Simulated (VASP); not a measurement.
MgS, 4 atoms in the cell. Symmetry: P6_3mc, No. 186, hexagonal system. The conventional cell has a = 4.029 Å, b = 4.029 Å, c = 6.454 Å, α = 90.00°, β = 90.00°, γ = 120.00°. Mg (site symmetry 3m) has 4 S at 2.45 to 2.46 Å as nearest neighbours. S (site symmetry 3m) is surrounded by 4 Mg at 2.45 to 2.46 Å. The cell was built by a generator and needn't be a form met in nature.

| Property | Result |
| --- | --- |
| Program | VASP 6.6.1 |
| Task | single point |
| Functional | PBE |
| Potentials or basis | VASP PAW PBE potentials, release 64 (Mg, S) |
| Cutoff | 520 eV |
| k mesh | 12 × 12 × 4 |
| Occupations | fermi-dirac, width 0.02 eV |
| Spin | no spin polarisation |
| Dipole correction | no |
| Further INCAR settings | ALGO = Normal; EDIFF = 1e-06; NBANDS = 16 |

Potentials or basis: VASP PAW PBE potentials, release 64 (Mg, S).

Run with:

```sh
$ cat potpaw_PBE.64/Mg/POTCAR potpaw_PBE.64/S/POTCAR > POTCAR
$ mpirun -np 1 vasp_std > vasp.out
```

Hardware: 1 thread of AMD EPYC 7R13 Processor (Zen 3), on a shared host.

Estimate the wall time of this run.

Run time: 66 s on 1 thread of AMD EPYC 7R13 Processor (Zen 3), with other jobs on the host, peak memory 0.21 GiB. Counts: scf iterations 14, k points 57.
